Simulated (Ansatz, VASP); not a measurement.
# MgS in VASP and in Ansatz

```
CELL_PARAMETERS angstrom
0.00000 2.66669 2.60165
2.66669 0.00000 2.60165
2.66669 2.66669 0.00000
ATOMIC_POSITIONS crystal
Mg 0.00000 0.00000 0.00000
S 0.50000 0.50000 0.50000
```

Change from the starting cell: strain +0.025 along x and y, +0.000 along z, atoms carried along.

Alike in both runs: task single point; functional PBEsol; k mesh 8 × 8 × 8; occupations gaussian, width 0.05 eV; no spin polarisation.

```csv
,VASP,Ansatz
version,VASP 6.6.1,Ansatz 0.2.0
potentials or method,"VASP PAW PBE potentials, release 64 (Mg, S)","scalar-relativistic, plane waves, PAW"
plane-wave cutoff (eV),520,420
valence electrons in the cell,8,16
```

VASP gave:

```
gap on the k mesh at the Fermi level (eV)       : 2.49
least direct gap on the mesh (eV)               : 3.18
pressure (GPa)                                  : -4.4
largest component of the traceless stress (GPa) : 1.33
```

Question: Which values does Ansatz return?

Answer: gap on the k mesh at the Fermi level (eV): 2.50; least direct gap on the mesh (eV): 3.19; pressure (GPa): -4.2; largest component of the traceless stress (GPa): 1.34.

The two sets of potentials don't hold the same shells in valence.

Caveats: the PAW data sets were made with another functional, which shifts forces and pressure a little (VASP). A k mesh can miss the band edges.
